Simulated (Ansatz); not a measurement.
Set up this calculation in Ansatz 0.2.0, as the native input.

| Property | Result |
| --- | --- |
| Task | single point |
| Functional | PBE |
| Potentials or basis | Ansatz PAW |
| Cutoff | 420 eV (not typed: the program's choice for these potentials) |
| k mesh | 11 × 11 × 10 |
| Occupations | gaussian, width 0.018 eV |
| Spin | no spin polarisation |

Ge:

```
Ge
1.0
     1.39715   -2.60052    0.00000
     1.39715    2.60052    0.00000
     0.00000    0.00000    2.69823
Ge
1
Direct
  0.50000 0.50000 0.00000
```

This isn't the form of Ge at room conditions, which is diamond.

These files were run (other wordings do the same):

input.yaml

```yaml
crystal:
  lattice:
    - [1.397149, -2.600516, 0.0]
    - [1.397149, 2.600516, 0.0]
    - [0.0, 0.0, 2.698231]
  atoms:
    - { symbol: Ge, position: [0.5, 0.5, 0.0] }
hamiltonian:
  xc: pbe
  pseudopotentials: { kind: paw }
kpoints:
  mp_grid: { grid: [11, 11, 10] }
scf:
  occupations: { method: gaussian, width: 0.018 }
output:
  forces: true
  stress: true
  eigenvalues: true
```

Potentials or basis: Ansatz PAW.

The run is started by

```console
$ ansatz run input.yaml --threads 2 --pin off --max-ram 5632MiB --backend cpu --events-out ev --progress --plain --runs-dir out
```

It gave:

| Property | Result |
| --- | --- |
| Pressure | -0.7 GPa |
| Band gap on the k mesh | none (metal or under the smearing width) |

Wall time 1.1 s on 2 threads of Arm Neoverse V2, on a shared host, peak memory 0.32 GiB.
